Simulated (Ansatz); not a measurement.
Input and command of a plane-wave DFT calculation in Ansatz:

```yaml
crystal:
  lattice:
    - [4.059005, 0.0, 0.0]
    - [-2.029503, 3.515201, 0.0]
    - [0.0, 0.0, 9.942491]
  atoms:
    - { symbol: Ag, position: [0.0, 0.0, 0.0] }
    - { symbol: Br, position: [0.66666667, 0.33333333, 0.16666667] }
    - { symbol: Ag, position: [0.33333333, 0.66666667, 0.33333333] }
    - { symbol: Br, position: [0.0, 0.0, 0.5] }
    - { symbol: Ag, position: [0.66666667, 0.33333333, 0.66666667] }
    - { symbol: Br, position: [0.33333333, 0.66666667, 0.83333333] }
basis:
  ecutwfc: 420
kpoints:
  mp_grid: { grid: [12, 12, 4] }
hamiltonian:
  xc: pbe
scf:
  occupations: { method: gaussian, width: 0.02 }
output:
  forces: true
  stress: true
  eigenvalues: true
relax:
  adjacent_minimum: "off"
  f_tol: 0.005
  max_steps: 80
  cell: { stress_tol: 0.05 }
```

```bash
ansatz run input.yaml --threads 1 --pin off --max-ram 2560MiB --backend cpu --events-out ev --progress --plain --runs-dir out
```

Processor: AMD EPYC 7571, 1 thread, on a host shared with other jobs.

Question: How long does it run, and how much memory does it take?

Answer: About 3.8 min on 1 thread of AMD EPYC 7571, with other jobs on the host, peak memory 0.68 GiB. It solves 47 bands at 69 k points (the mesh reduced by the symmetry that the task leaves, which can be less than the crystal's) with about 2877 plane waves (on the last cell), in 27 SCF iterations over 5 ionic steps.
